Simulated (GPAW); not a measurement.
# BP (F-43m) in GPAW: a series of runs, part 2 of 2

GPAW 26.7.0. The steps go on from the part before.

## Step 6: G0W0 quasiparticle levels, PBE (volume scaled by 1.08)

run.py

```python
import json
import numpy as np
from ase.dft.bandgap import bandgap
from ase.io import read, write
from gpaw import GPAW, PW
from gpaw.response.g0w0 import G0W0

atoms = read('POSCAR')

calc = GPAW(mode=PW(650),
            xc='PBE',
            kpts={'size': (5, 5, 5), 'gamma': True},
            occupations={'name': 'fermi-dirac', 'width': 0.001},
            nbands=11,
            convergence={'density': 1e-06},
            maxiter=150,
            txt='gpaw.txt')
atoms.calc = calc
energy = atoms.get_potential_energy()
calc.write('gs.gpw')
write('result.traj', atoms)
print(f'Energy: {energy:.6f} eV')
print('Fermi level:', round(calc.get_fermi_level(), 4), 'eV')
print(f'Gap: {bandgap(calc)[0]:.4f} eV, direct: {bandgap(calc, direct=True)[0]:.4f} eV')

calc.diagonalize_full_hamiltonian(nbands=109)
calc.write('full.gpw', mode='all')

ibz = calc.get_ibz_k_points()
gap, vbm, cbm = bandgap(calc, output=None)
gap, direct, _ = bandgap(calc, direct=True, output=None)
gamma = int(np.abs(ibz).sum(1).argmin())
kpts = sorted({gamma, vbm[1], cbm[1], direct[1]})
gw = G0W0(calc='full.gpw',
          filename='gw',
          ecut=150,
          ecut_extrapolation=False,
          relbands=(-2, 2),
          kpts=kpts,
          integrate_gamma='sphere',
          nbands=105,
          frequencies={'type': 'nonlinear', 'domega0': 0.1, 'omega2': 10},
          eta=0.1,
          xc='rALDA',
          fxc_mode='GWS',
          do_GW_too=True)
gw.calculate()
results = {mode: {key: np.asarray(r[key]).tolist() for key in ['f', 'eps', 'vxc', 'exx', 'sigma', 'Z', 'qp', 'sigma_eskn']}
           for mode, r in gw.all_results.items()}
json.dump({'kpts': ibz[kpts].tolist(), 'results': results}, open('gw.json', 'w'))
for mode, r in results.items():
    f, qp = np.array(r['f']), np.array(r['qp'])
    print(mode, 'quasiparticle energies (eV):')
    print(qp.round(3))
    print(mode, 'gap:', round(qp[f < 0.5].min() - qp[f > 0.5].max(), 4), 'eV')
```

POSCAR

```
BP
1.0
    0.0000000000      2.3279612538      2.3279612538
    2.3279612538      0.0000000000      2.3279612538
    2.3279612538      2.3279612538      0.0000000000
P B
1 1
Direct
    0.7500000000      0.7500000000      0.7500000000
    0.0000000000      0.0000000000      0.0000000000
```

Potentials or basis: GPAW PAW data sets (gpaw-data 1.2.1), pw.

Launch:

```sh
OMP_NUM_THREADS=1 python run.py
```

gpaw.txt:

```text
__  _  _
 | _ |_)|_||  |
 |__||  | ||/\| - 26.7.0

Input parameters:
  mode=PW(ecut=650.0),
  convergence={'density': 1e-06},
  kpts=MonkhorstPack(size=(5, 5, 5), gamma=True),
  maxiter=150,
  nbands=11,
  occupations=Occupations(name='fermi-dirac', width=0.001),
  xc=XC(name='PBE')

Diagonalizing LCAO Hamiltonian
Converting LCAO to pw mode

                  P

       B

Atoms  # Å, Bohr magnetons
|   | symbol |        x |        y |        z |    initial magnetic moments |
|---|--------|----------|----------|----------|-----------------------------|
| 0 |      P | 3.491942 | 3.491942 | 3.491942 | ( 0.0000,  0.0000,  0.0000) |
| 1 |      B | 0.000000 | 0.000000 | 0.000000 | ( 0.0000,  0.0000,  0.0000) |

Unit cell  # Å
| periodic |        x |        y |        z |  lengths |    angles |
|----------|----------|----------|----------|----------|-----------|
|      yes | 0.000000 | 2.327961 | 2.327961 | 3.292234 | 60.000000 |
|      yes | 2.327961 | 0.000000 | 2.327961 | 3.292234 | 60.000000 |
|      yes | 2.327961 | 2.327961 | 0.000000 | 3.292234 | 60.000000 |

Number of symmetries: 24
Symmetry operations  # r_c * U_cc + t_c -> r_c
|    | kind |            matrix            |
|----|------|------------------------------|
|  0 |  E   |  1, 0, 0,  0, 1, 0,  0, 0, 1 |
|  1 |  σ   |  1, 0, 0,  0, 0, 1,  0, 1, 0 |
|  2 |  σ   |  1, 0,-1,  0, 1,-1,  0, 0,-1 |
|  3 |  C3  |  1, 0,-1,  0, 0,-1,  0, 1,-1 |
|  4 |  C3  |  1,-1, 0,  0,-1, 1,  0,-1, 0 |
[... 128 lines left out ...]
  Backstep threshold: 4.0
  History deletion threshold: 6.0
  Fourier metric: weight=20.0, sigma=0.015

occupation numbers:
  Fermi-Dirac:
    width: 0.0010  # eV

poisson solver:
  ecut: 5200.0  # eV

xc functional:
  name: PBE with 2 nearest neighbor stencil

convergence criteria:
- Maximum integral of absolute [dens]ity change: 1e-06 electrons / valence electron
- Maximum [total energy] change in last 3 cyles: 0.0005 eV / valence electron
- Maximum integral of absolute [eigenst]ate change: 4e-08 eV^2 / valence electron
maximum number of iterations: 150

SCF iterations
|iter     | |      energy | eigst |  dens |
|---------|-|-------------|-------|-------|
|iter:   1| |  -13.276136 | +0.09 |       |
|iter:   2| |  -13.185898 | -2.11 | -0.73 |
|iter:   3| |  -12.792428 | -1.64 | -0.77 |
|iter:   4| |  -12.787878 | -3.10 | -1.44 |
|iter:   5| |  -12.787769 | -4.15 | -1.96 |
|iter:   6| |  -12.787791c| -5.47 | -2.64 |
|iter:   7| |  -12.787792c| -6.91 | -3.67 |
|iter:   8| |  -12.787792c| -8.37c| -4.28 |
|iter:   9| |  -12.787792c| -9.41c| -5.63 |
|iter:  10| |  -12.787792c|-10.25c| -6.11c|

Converged in 10 steps
Energy contributions relative to reference atoms: (reference = -9972.403226)

Energy contributions:
  Kinetic:           7.569045
  Coulomb:          -7.184615
  Zero:             -0.019646
  External:          0.000000
  Xc:              -13.152576
  Entropy:          -0.000000
  Spinorbit:         0.000000
  ----------------------------
  Free energy:     -12.787792
  Extrapolated:    -12.787792

dipole moment: (-3.581924, -3.581924, -3.581924)  # |e|*Ang

Fermi level: 8.254
Eigenvalues  # (at kpt = [0.000, 0.000, 0.000])
| band index |      eig [eV] | occ [0-2] |
|------------|---------------|-----------|
|          0 |        -7.512 |     2.000 |
|          1 |         7.281 |     2.000 |
|          2 |         7.281 |     2.000 |
|          3 |         7.281 |     2.000 |
|          4 |        10.578 |     0.000 |
|          5 |        10.578 |     0.000 |
|          6 |        10.578 |     0.000 |
|          7 |        13.530 |     0.000 |
|          8 |        18.335 |     0.000 |
|          9 |        19.096 |     0.000 |
|         10 |        19.096 |     0.000 |

Gap: 1.340 eV
Transition (v -> c):
  (s=0, k=0, n=3, [0.00, 0.00, 0.00]) -> (s=0, k=7, n=4, [0.40, 0.40, 0.00])
Direct/indirect transitions are different
Direct gap: 3.297 eV
Transition at: (s=0, k=0, n=3, [0.00, 0.00, 0.00])
# Writing to gs.gpw (mode='')

Matrix size: 962x962
# Writing to full.gpw (mode='all')
```

gw.w.txt:

```text
NonLinearFrequencyDescriptor(from 0.000 to 155.629 eV, 210 points)
NonLinearFrequencyDescriptor(from 0.000 to 155.629 eV, 210 points)

BZ k-points: Symmetries present (total): 24

125 k-points: 5 x 5 x 5 Monkhorst-Pack grid
10 k-points in the irreducible part of the Brillouin zone
       k-points in crystal coordinates                weights
[... 153 lines left out ...]
   2   1.000   3.653 -13.630 -16.800   2.613  -0.271   0.787   3.215
   3   1.000   3.653 -13.630 -16.800   2.613  -0.271   0.787   3.215
   4   0.000   8.620 -11.667  -7.390  -3.359  -0.223   0.817   9.370
   5   0.000   9.727 -11.200  -6.585  -3.642  -0.221   0.819  10.525
                                                                   GW
   2   1.000   3.653 -13.630 -16.800   2.112  -0.297   0.771   2.837
   3   1.000   3.653 -13.630 -16.800   2.112  -0.297   0.771   2.837
   4   0.000   8.620 -11.667  -7.390  -3.975  -0.250   0.800   8.862
   5   0.000   9.727 -11.200  -6.585  -4.289  -0.247   0.802   9.989
```

Run time: 4.2 min. Hardware: 1 thread of Arm Neoverse V2, shared host; peak memory 0.67 GiB.

Results:

```
Free energy                              : -12.7878 eV
Band gap on the k mesh, mean-field level : 1.34 eV, indirect (least direct gap 3.30 eV)
Quasiparticle gap                        : 2.18 eV
Least direct quasiparticle gap           : 4.35 eV
```

Levels at points of the mesh, in eV from the valence-band top:
| k point | band 1 | band 2 | band 3 | band 4 | band 5 | band 6 | band 7 |
| --- | --- | --- | --- | --- | --- | --- | --- |
| (0.00, 0.00, 0.00) | -14.79 | 0.00 | 0.00 | 0.00 | 3.30 | 3.30 | 3.30 |

Caveat: the k mesh is coarse (spacing up to 0.47 Å⁻¹), so the values aren't converged; the quasiparticle gap is taken among the few k points that were corrected; on this mesh the treatment of q = 0 moves the result by about a tenth of an eV; the long-wavelength limit can be off by a per cent or two; an odd mesh through Γ misses points on the zone boundary, where band edges often lie.

## Step 7: Comparison with measurements

Step 3. A measured bulk modulus of BP is 179 GPa (300 K; “Equation of state of single-crystal cubic boron phosphide”, 2014, arxiv:1407.1677); the calculated 176 GPa misses it by -1.7 %. 3 values of this kind are on record (173 to 179 GPa); this one was drawn at random among those near their median, those with a stated uncertainty first. The fit is for a static lattice scaled at fixed shape and fixed fractional positions.
